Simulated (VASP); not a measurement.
# Hf (P6_3/mmc) in VASP: a series of runs

The runs below take Hf through relaxation of cell and atoms, with PBEsol.

Program: VASP 6.6.1. These are calculated values, not measurements. Logs are shortened: lines on timing, memory, paths and dates and some standing lists are left out, and cuts for length are marked.

### Step 1. The structure

It takes space group P6_3/mmc (No. 194, hexagonal). The conventional cell has a = 2.754 Å, b = 2.754 Å, c = 4.559 Å, α = 90.00°, β = 90.00°, γ = 120.00°. Hf (site symmetry -6m2) is surrounded by 12 Hf at 2.75 to 2.78 Å.

### Step 2. Relaxation of cell and atoms, PBEsol, target pressure 100 GPa, at which the enthalpy is minimised

The input, INCAR:

```
  PREC = Accurate
  ENCUT = 520
  EDIFF = 1E-7
  ISMEAR = 0
  SIGMA = 0.1
  LREAL = F
  LASPH = T
  NELM = 80
  ALGO = Normal
  ISIF = 3
  LWAVE = F
  LCHARG = F
  GGA = PS
  IBRION = 2
  NSW = 80
  EDIFFG = -0.002
  PSTRESS = 1000
```

The input, KPOINTS:

```
regular mesh
0
Gamma
  21 21 12
```

The input, POSCAR:

```
Hf                                      
1.0
    2.7540728551      0.0000000000      0.0000000000
   -1.3770364275      2.3850970656      0.0000000000
    0.0000000000      0.0000000000      4.5591394833
  Hf            
     2
Direct
     0.3333333300000021    0.6666666699999979    0.2500000000000000
     0.6666666699999979    0.3333333300000021    0.7500000000000000
```

Potentials or basis: VASP PAW PBE potentials, release 64 (Hf_pv).

Command:

```sh
$ cat potpaw_PBE.64/Hf_pv/POTCAR > POTCAR
$ mpirun -np 1 vasp_std > vasp.out
```

OUTCAR:

```text
PREC = Accurate
   ENCUT = 520
   EDIFF = 1E-7
   ISMEAR = 0
   LREAL = F
   LASPH = T
   NELM = 80
   ISIF = 3
   GGA = PS
   IBRION = 2
   NSW = 80
   EDIFFG = -0.002
   PSTRESS = 1000

 ion  position               nearest neighbor table
   1  0.333  0.667  0.250-   2 2.78   2 2.78   2 2.78   2 2.78   2 2.78   2 2.78
   2  0.667  0.333  0.750-   1 2.78   1 2.78   1 2.78   1 2.78   1 2.78   1 2.78

  LATTYP: Found a hexagonal cell.
 ALAT       =     2.7540728551
 C/A-ratio  =     1.6554171669

  Lattice vectors:

 A1 = (   2.7540728551,   0.0000000000,   0.0000000000)
 A2 = (  -1.3770364275,   2.3850970656,   0.0000000000)
 A3 = (   0.0000000000,   0.0000000000,   4.5591394833)

Analysis of symmetry for initial positions (statically):
=====================================================================
 Subroutine PRICEL returns:
 Original cell was already a primitive cell.

 Routine SETGRP: Setting up the symmetry group for a
 hexagonal supercell.

 Subroutine GETGRP returns: Found 24 space group operations
 (whereof 12 operations were pure point group operations)
 out of a pool of 24 trial point group operations.

The static configuration has the point symmetry D_3d.
 The point group associated with its full space group is D_6h.

Analysis of symmetry for dynamics (positions and initial velocities):
=====================================================================
 Subroutine PRICEL returns:
 Original cell was already a primitive cell.

 Routine SETGRP: Setting up the symmetry group for a
 hexagonal supercell.

 Subroutine GETGRP returns: Found 24 space group operations
 (whereof 12 operations were pure point group operations)
 out of a pool of 24 trial point group operations.

The dynamic configuration has the point symmetry D_3d.
 The point group associated with its full space group is D_6h.

 Subroutine INISYM returns: Found 24 space group operations
 (whereof 12 operations are pure point group operations),
 and found     1 'primitive' translations

----------------------------------------------------------------------------------------

                                     Primitive cell

  volume of cell :      29.9478

  direct lattice vectors                    reciprocal lattice vectors
     2.754072855  0.000000000  0.000000000     0.363098601  0.209635074  0.000000000
    -1.377036427  2.385097066  0.000000000     0.000000000  0.419270148  0.000000000
     0.000000000  0.000000000  4.559139483     0.000000000  0.000000000  0.219339637

  length of vectors
     2.754072855  2.754072863  4.559139483     0.419270149  0.419270148  0.219339637

  position of ions in fractional coordinates (direct lattice)
     0.333333330  0.666666670  0.250000000
     0.666666670  0.333333330  0.750000000

  ion indices of the primitive-cell ions
   primitive index   ion index
                 1           1
                 2           2

----------------------------------------------------------------------------------------

 KPOINTS: regular mesh

Automatic generation of k-mesh.
 Grid dimensions read from file:
 generate k-points for:   21   21   12

 Generating k-lattice:

  Cartesian coordinates                     Fractional coordinates (reciprocal lattice)
     0.017290410  0.009982623  0.000000000     0.047619048  0.000000000  0.000000000
     0.000000000  0.019965245  0.000000000     0.000000000  0.047619048  0.000000000
     0.000000000  0.000000000  0.018278303     0.000000000  0.000000000  0.083333333

  Length of vectors
     0.019965245  0.019965245  0.018278303

  Shift w.r.t. Gamma in fractional coordinates (k-lattice)
     0.000000000  0.000000000  0.000000000

 Subroutine IBZKPT returns following result:
 ===========================================

 Found    336 irreducible k-points:

 Following reciprocal coordinates:
            Coordinates               Weight
  0.000000  0.000000  0.000000      1.000000
  0.047619 -0.000000  0.000000      6.000000
  0.095238  0.000000  0.000000      6.000000
  0.142857  0.000000  0.000000      6.000000
  0.190476  0.000000  0.000000      6.000000
  0.238095  0.000000  0.000000      6.000000
[... 16 lines left out ...]
  0.142857  0.095238  0.000000     12.000000
  0.190476  0.095238  0.000000     12.000000
 [... further k-points ...]
   k-points           NKPTS =    336   k-points in BZ     NKDIM =    336   number of bands    NBANDS=     14
   number of dos      NEDOS =    301   number of ions     NIONS =      2
   total plane-waves  NPLWV =  14400
   dimension x,y,z NGX =    20 NGY =   20 NGZ =   36
   dimension x,y,z NGXF=    40 NGYF=   40 NGZF=   72
   ions per type =               2
   NGX,Y,Z   is equivalent  to a cutoff of  12.07, 12.07, 13.13 a.u.
   NGXF,Y,Z  is equivalent  to a cutoff of  24.15, 24.15, 26.25 a.u.
 SYSTEM =  unknown system
   PREC   = accura    normal or accurate (medium, high low for compatibility)
   ISTART =      0    job   : 0-new  1-cont  2-samecut
   ICHARG =      2    charge: 1-file 2-atom 10-const
   ISPIN  =      1    spin polarized calculation?
   LNONCOLLINEAR =      F non collinear calculations
   LSORBIT =      F    spin-orbit coupling
   LASPH  =      T    aspherical Exc in radial PAW
   ENCUT  =  520.0 eV  38.22 Ry    6.18 a.u.   5.12  5.12  8.48*2*pi/ulx,y,z
   NELM   =     80;   NELMIN=  2; NELMDL= -5     # of ELM steps
   EDIFF  = 0.1E-06   stopping-criterion for ELM
   LREAL  =      F    real-space projection
   EDIFFG = -.2E-02   stopping-criterion for IOM
   NSW    =     80    number of steps for IOM
   IBRION =      2    ionic relax: 0-MD 1-quasi-New 2-CG
   NFREE  =      1    steps in history (QN), initial steepest desc. (CG)
   ISIF   =      3    stress and relaxation
   ISYM   =      2    0-nonsym 1-usesym 2-fastsym
   POTIM  = 0.5000    time-step for ionic-motion
   TEBEG  =    0.0;   TEEND  =   0.0 temperature during run
   PSTRESS= 1000.0 pullay stress
   NELECT =      20.0000    total number of electrons
   NUPDOWN=      -1.0000    fix difference up-down
   EMIN   =  10.00;   EMAX   =-10.00  energy-range for DOS
   EFERMI =   0.00;   METHOD = LEGACY
   ISMEAR =     0;   SIGMA  =   0.10  broadening in eV -4-tet -1-fermi 0-gaus
   EFERMI_NEDOS =   21; number of points for ismear=-14 and -15
   IALGO  =     38    algorithm
   IMIX   =      4    mixing-type and parameters
     AMIX     =   0.40;   BMIX     =  1.00
     AMIX_MAG =   1.60;   BMIX_MAG =  1.00
  volume/ion in A,a.u.               =      14.97       101.05
  Fermi-wavevector in a.u.,A,eV,Ry     =   1.430968  2.704138 27.860249  2.047671
  Thomas-Fermi vector in A             =   2.550756
   LORBIT       =      0    0 simple, 1 ext, 2 COOP (PROOUT), +10 PAW based schemes
   GGA     = PS    functional components
   LHFCALC =     F    Hartree Fock is set to
   AEXX    =    0.0000 exact exchange contribution
   IVDW    =     0    specifies the selected vdW correction
   LEPSILON=     F    determine dielectric tensor
   LRPA    =     F    only Hartree local field effects (RPA)
 conjugate gradient relaxation of ions
 non-spin polarized calculation
 Gauss-broadening in eV      SIGMA  =   0.10
  energy-cutoff  :      520.00
  volume of cell :       29.95
 maximum number of plane-waves:       822
   NGX = 11   NGY = 11   NGZ = 17

--------------------------------------- Ionic step        1  -------------------------------------------

 number of electron      20.0000002 magnetization

 Free energy of the ion-electron system (eV)
  ---------------------------------------------------
  ext. energy  EPLUGINS =         0.00000000
  ---------------------------------------------------
  free energy    TOTEN  =       -18.62890493 eV

  energy without entropy =      -18.62105806  energy(sigma->0) =      -18.62498150

------------------------ aborting loop because EDIFF is reached ----------------------------------------

  FORCE on cell =-STRESS in cart. coord.  units (eV):
  Direction    XX          YY          ZZ          XY          YZ          ZX
  --------------------------------------------------------------------------------------
  -------------------------------------------------------------------------------------
  Total       14.0206625     14.0206626     14.0196339      0.0000000     -0.0000000      0.0000000
  in kB      750.0923844    750.0923902    750.0373544      0.0000000     -0.0000000      0.0000000
  external PRESSURE =    -249.9259570 kB  Pullay stress =    1000.0000000 kB
[... 25 lines left out ...]
--------------------------------------- Ionic step        2  -------------------------------------------

 number of electron      19.9999998 magnetization

 E-fermi :  11.4320     XC(G=0): -15.3930

 val. band max:       11.4315845288   @ k =   0.3333   0.1429   0.3333
 cond. band min:      11.4354592085   @ k =   0.1905   0.0000   0.1667
 fundamental gap:      0.0038746797
 Fermi energy:        11.4320361630

 k-point     1 :       0.0000    0.0000    0.0000
  band No.  band energies     occupation
      1     -22.6088      2.00000
      2     -16.4603      2.00000
      3     -16.4603      2.00000
      4     -15.7952      2.00000
      5     -15.6618      2.00000
      6     -15.6618      2.00000
      7       3.4586      2.00000
      8       4.9026      2.00000
      9      11.7918      0.00000
     10      12.2346      0.00000
     11      12.2346      0.00000
     12      14.0711      0.00000
     13      14.0711      0.00000
     14      18.5306      0.00000
[... 462 lines left out ...]
  energy  without entropy=      -17.6854480646  energy(sigma->0) =      -17.68934919

  enthalpy is  TOTEN    =        -0.0955675705 eV   P V=       17.5976827372

[... ionic steps 4 to 7 ...]

--------------------------------------- Ionic step        8  -------------------------------------------

 number of electron      19.9999997 magnetization

------------------------ aborting loop because EDIFF is reached ----------------------------------------
[... 71 lines left out ...]
--------------------------------------- Ionic step       10  -------------------------------------------

 number of electron      19.9999997 magnetization

 Free energy of the ion-electron system (eV)
  ---------------------------------------------------
  ext. energy  EPLUGINS =         0.00000000
  ---------------------------------------------------
  free energy    TOTEN  =       -17.53118701 eV

  energy without entropy =      -17.52391157  energy(sigma->0) =      -17.52754929

 E-fermi :   8.4991     XC(G=0): -13.7468

 val. band max:        8.4926835024   @ k =   0.2857   0.1905   0.0000
 cond. band min:       8.5037442155   @ k =   0.3810   0.1429   0.2500
 fundamental gap:      0.0110607131
 Fermi energy:         8.4990536300

 k-point     1 :       0.0000    0.0000    0.0000
  band No.  band energies     occupation
      1     -23.1823      2.00000
      2     -20.1393      2.00000
      3     -20.1393      2.00000
      4     -19.9425      2.00000
      5     -19.7783      2.00000
      6     -19.7783      2.00000
      7       0.0369      2.00000
      8       3.1428      2.00000
      9       9.0931      0.00000
     10       9.7622      0.00000
     11       9.7622      0.00000
     12      10.9834      0.00000
     13      10.9834      0.00000
     14      11.6273      0.00000
[... 424 lines left out ...]
  energy  without entropy=      -17.5239115713  energy(sigma->0) =      -17.52754929

  enthalpy is  TOTEN    =        -0.1016248522 eV   P V=       17.4295621560

 reached required accuracy - stopping structural energy minimisation
```

It took 5.9 min on 1 thread of Intel Xeon Platinum 8488C (Sapphire Rapids), shared host; peak memory 0.26 GiB.

What came out:

- Free energy: -17.5312 eV
- Relaxed volume: 13.96 Å³/atom
- Relaxed cell: a = 2.676 Å, b = 2.676 Å, c = 4.504 Å, α = 90.00°, β = 90.00°, γ = 120.00°
- Space group after relaxing (to 0.05 Å): P6_3/mmc (No. 194)
- Energy change on relaxing (the enthalpy is what falls): +548.9 meV/atom
- Ionic steps: 10
- Pressure after relaxing: 100.0 GPa
- Band gap on the k mesh: none (metal or under the smearing width)

Step by step:
```csv
step,energy change (eV),largest force (eV/Å),pressure (GPa),volume (Å³)
1,0.0000,0.0000,75.01,29.95
2,8.7519,0.0000,284.07,20.92
3,0.9357,0.0000,96.77,28.19
4,1.0485,0.0000,99.35,28.01
5,1.0767,0.0000,100.00,27.96
6,1.0964,0.0000,100.07,27.93
7,1.1017,0.0000,100.11,27.92
8,1.1023,0.0000,100.11,27.92
9,1.0810,0.0000,99.62,27.95
10,1.0977,0.0000,100.00,27.93
```

Final structure:
```
Hf
1.0
     2.67568    0.00000    0.00000
    -1.33784    2.31721    0.00000
     0.00000    0.00000    4.50399
Hf
2
Direct
  0.33333 0.66667 0.25000
  0.66667 0.33333 0.75000
```

Caveat: the cell is relaxed towards a set pressure, so the enthalpy falls and the energy may rise; the PAW data sets were made with another functional, which shifts forces and pressure a little. Spin-orbit coupling is left out, which matters for the levels of Hf.

### Step 3. Relaxation of cell and atoms, PBEsol, target pressure 100 GPa, at which the enthalpy is minimised

This run uses another cell than the first one, of 13.96 Å³/atom, 0.932 times its volume.

INCAR is that of step 2.

KPOINTS is that of step 2.

The input, POSCAR:

```
Hf                                      
1.0
    2.6756832419      0.0000000000      0.0000000000
   -1.3378416209      2.3172096821      0.0000000000
   -0.0000000000      0.0000000000      4.5039859465
  Hf            
     2
Direct
     0.3333333300000021    0.6666666699999979    0.2500000000000000
     0.6666666699999979    0.3333333300000021    0.7500000000000000
```

Potentials or basis: VASP PAW PBE potentials, release 64 (Hf_pv).

Command:

```sh
$ cat potpaw_PBE.64/Hf_pv/POTCAR > POTCAR
$ mpirun -np 1 vasp_std > vasp.out
```

Run time: 58 s. Hardware: 1 thread of Intel Xeon Platinum 8488C (Sapphire Rapids), shared host; peak memory 0.23 GiB.

The run converged. Its results:

```
Free energy             : -17.5306 eV
Pressure after relaxing : 100.0 GPa
Band gap on the k mesh  : none (metal or under the smearing width)
```

Final structure:
```
Hf
1.0
     2.67568    0.00000    0.00000
    -1.33784    2.31721    0.00000
     0.00000    0.00000    4.50399
Hf
2
Direct
  0.33333 0.66667 0.25000
  0.66667 0.33333 0.75000
```

Levels at points of the mesh, in eV from the Fermi level:
| k point | band 6 | band 7 | band 8 | band 9 | band 10 | band 11 | band 12 | band 13 | band 14 |
| --- | --- | --- | --- | --- | --- | --- | --- | --- | --- |
| (0.00, 0.00, 0.00) | -28.28 | -8.46 | -5.36 | 0.59 | 1.26 | 1.26 | 2.48 | 2.48 | 3.13 |
| (0.00, 0.00, 0.50) | -28.46 | -5.76 | -5.76 | -0.18 | -0.18 | 1.26 | 1.26 | 1.26 | 1.26 |

Caveat: the relaxation stopped at its first step, so nothing moved; the cell is relaxed towards a set pressure, so the enthalpy falls and the energy may rise; the PAW data sets were made with another functional, which shifts forces and pressure a little. The run has no spin-orbit coupling, so splittings on Hf are missing.
